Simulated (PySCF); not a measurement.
**Si in PySCF: convergence with k mesh**

The system is Si.

```xyz
2
Lattice="0.0000 2.7219 2.7219 2.7219 0.0000 2.7219 2.7219 2.7219 0.0000" Properties=species:S:1:pos:R:3 pbc="T T T"
Si    2.7219    2.7219    2.7219
Si    4.0828    4.0828    4.0828
```

| Property | Result |
| --- | --- |
| Program | PySCF 2.14.0 |
| Task | convergence study |
| Functional | r2SCAN |
| Potentials or basis | DZVP-MOLOPT-SR/GTH-PBE (potentials made for PBE) |
| k mesh | 2 × 2 × 2 |
| Occupations | fermi-dirac, width 0.05 eV |
| Spin | no spin polarisation |

These are the settings of the first run; the series varies k mesh, with any setting tied to it.

Hardware: 2 threads of Intel(R) Xeon(R) Processor @ 2.50GHz (Skylake/Cascade Lake), on a shared host.

```
   k mesh  energy less the tightest run, at zero smearing (meV/atom)  gap on the mesh (eV)  SCF cycles  CPU time (s)  peak memory (GiB)
2 × 2 × 2                                                    1303.90                 0.860           4            70               0.54
3 × 3 × 3                                                     301.55                 0.920           4            99                1.1
4 × 4 × 4                                                      81.98                 0.950           4           190                2.3
5 × 5 × 5                                                      20.01                 0.806           4           400                2.8
6 × 6 × 6                                                       0.00                 0.952           4          1000                3.9
```

Not settled before the last step: the energy (to 1 meV/atom), the gap on the mesh (to 0.01 eV). Meshes of other sizes hit other points, so gaps and Fermi surfaces needn't settle smoothly. The tightest run that finished is the yardstick and may itself not be fully converged.

Caveat, for the tightest run too: the basis of atomic orbitals isn't converged, which shifts pressures, moduli and gaps.
